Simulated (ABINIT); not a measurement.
**Pb in ABINIT: convergence with nband**

Pb:

```
CELL_PARAMETERS angstrom
3.48000 0.00000 0.00000
-1.74000 3.01377 0.00000
0.00000 0.00000 5.59000
ATOMIC_POSITIONS crystal
Pb 0.66667 0.33333 0.75000
Pb 0.33333 0.66667 0.25000
```

This isn't the form of Pb at room conditions, which is fcc.

```yaml
Program: ABINIT 10.8.3 (patched build)
Task: single point
Functional: PBE
Potentials_or_basis: JTH PAW PBE v2.0 sp
Cutoff: 408 eV
k_mesh: 9 × 9 × 5
Occupations: cold (ABINIT), width 0.05 eV
Spin: no spin polarisation
```

These are the settings of the first run; the series varies nband, with any setting tied to it.

Hardware: 1 thread of Arm Neoverse V1, with other jobs on the host.

Problem. The values tried are 5, 6, 7, 8, 9, 12, 18, loosest first. From which on does the energy stay within 1 meV/atom of the tightest run that finished?

Solution. From 6 on.

| nband | energy less the tightest run (meV/atom) | pressure (GPa) | SCF cycles | CPU time (s) | peak memory (GiB) |
| --- | --- | --- | --- | --- | --- |
| 5 | 10.42 | 4.30 | 9 | 7.3 | 0.11 |
| 6 | 0.00 | 4.22 | 8 | 7.5 | 0.11 |
| 7 | 0.00 | 4.22 | 8 | 8.3 | 0.11 |
| 8 | 0.00 | 4.22 | 8 | 9.1 | 0.11 |
| 9 | 0.00 | 4.22 | 8 | 9.8 | 0.11 |
| 12 | 0.00 | 4.22 | 9 | 13 | 0.11 |
| 18 | 0.00 | 4.22 | 9 | 18 | 0.12 |

Against the tightest run, the pressure stays within 0.1 GPa from 5 on. The tightest run that finished is the yardstick and may itself not be fully converged.

Caveat, for the tightest run too: this set keeps more shells in the core, which shifts pressures and gaps. The run has no spin-orbit coupling, so splittings on Pb are missing.
